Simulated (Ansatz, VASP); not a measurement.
# C: VASP beside Ansatz

```
C
1.0
     2.52210    0.00000    0.00000
    -1.26105    2.18420    0.00000
     0.00000    0.00000   12.35570
C
12
Direct
  0.66667 0.33333 0.35417
  0.33333 0.66667 0.85417
  0.66667 0.33333 0.14583
  0.33333 0.66667 0.64583
  0.66667 0.33333 0.47917
  0.33333 0.66667 0.97917
  0.66667 0.33333 0.02083
  0.33333 0.66667 0.52083
  0.00000 0.00000 0.81250
  0.00000 0.00000 0.31250
  0.00000 0.00000 0.68750
  0.00000 0.00000 0.18750
```

This is a hexagonal form of diamond, not graphite.

Alike in both runs: task single point; functional PBE; k mesh 12 × 12 × 3; occupations gaussian, width 0.014 eV; no spin polarisation.

```csv
,VASP,Ansatz
version,VASP 6.6.1,Ansatz 0.2.0
potentials or method,"VASP PAW PBE potentials, release 64 (C)",Ansatz PAW
plane-wave cutoff (eV),520,420
valence electrons in the cell,48,48
```

```tsv
	VASP	Ansatz	Ansatz less VASP
gap on the k mesh at the Fermi level (eV)	4.38	4.39	+0.008
least direct gap on the mesh (eV)	5.30	5.31	+0.006
pressure (GPa)	2.7	2.1	-0.67
largest component of the traceless stress (GPa)	5.45	5.45	0.000
rms of the force components (eV/Å)	0.152	0.151	-0.0002
```

Atom by atom the forces differ by 0.001 eV/Å (rms over components).

Caveats: an odd mesh through Γ misses points on the zone boundary, where band edges often lie (VASP); odd divisions of the mesh miss points on the zone boundary, where band edges often lie, so the gap on the mesh can be too wide (Ansatz); the pressure holds a Pulay correction of +1.0 GPa for the finite cutoff (Ansatz). PBE gaps usually lie below the measured ones, often by a third to a half.
